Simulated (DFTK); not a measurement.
**Sn under changes of volume**

One of the cells (27.650 Å³/atom); the others are scaled copies at fixed shape and fractional positions:

```
CELL_PARAMETERS angstrom
-2.94014 2.94014 1.59930
2.94014 -2.94014 1.59930
2.94014 2.94014 -1.59930
ATOMIC_POSITIONS crystal
Sn 0.00000 0.00000 0.00000
Sn 0.75000 0.25000 0.50000
```

| Property | Result |
| --- | --- |
| Program | DFTK 0.8.2 |
| Functional | PBEsol |
| Potentials or basis | SG15 1.2 (PBE) |
| Cutoff | 1225 eV |
| k mesh | 5 × 5 × 5 |
| Occupations | fermi-dirac, width 0.05 eV |
| Spin | no spin polarisation |

```tsv
volume (Å³/atom)	energy over the lowest point (meV/atom)	pressure (GPa)
25.991	5.61	2.2
26.544	0.68	0.9
27.097	0.00	-0.3
27.650	3.04	-1.3
28.203	?	?
28.756	18.54	-3.0
29.309	30.29	-3.8
```

Task: What does the run at 28.203 Å³/atom give?

Result: Energy over the lowest point 9.35 meV/atom; pressure -2.2 GPa.

Worked out: A Birch-Murnaghan fit of order 3 (a polynomial in V^(-2/3)) to the other rows has its minimum at 26.91 Å³/atom with B0 = V·E''(V) = 55 GPa and B' = 5.2 at fixed shape and positions, which overstates the stiffness. It gives 9.35 meV/atom at 28.203 Å³/atom, against the run's 9.35, and -dE/dV = -2.3 GPa, against -2.2.

Energies are extrapolated to zero smearing.

Caveats: all runs use coarse meshes; the potentials were made for another functional, which shifts forces and pressure.
